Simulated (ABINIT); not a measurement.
The system is WC (Qusongite).

```
W C
1.0
     2.90650    0.00000    0.00000
    -1.45325    2.51710    0.00000
     0.00000    0.00000    2.83660
W C
1 1
Direct
  0.00000 0.00000 0.00000
  0.66667 0.33333 0.50000
```

Base run:

| Property | Result |
| --- | --- |
| Program | ABINIT 10.8.3 (patched build) |
| Functional | BP86 |
| Potentials or basis | JTH PAW PBE v2.0 |
| Cutoff | 517 eV |
| k mesh | 10 × 10 × 9 |
| Occupations | fermi-dirac, width 0.05 eV |
| Spin | no spin polarisation |

Its results: band gap on the k mesh none (metal or under the smearing width); pressure 8.2 GPa.

The run is repeated on the same cell with these changes: functional from BP86 to PBE; k mesh from 10 × 10 × 9 to 4 × 4 × 4. What comes out?

Band gap on the k mesh none (metal or under the smearing width); pressure 6.9 GPa.

Several settings changed at once, so the effect can't be laid on one alone.

Caveats: some runs use coarse meshes; the PAW data sets were made with another functional, which shifts forces and pressure a little (some runs); spin-orbit coupling is left out, which moves the levels of the heavy elements (some runs).
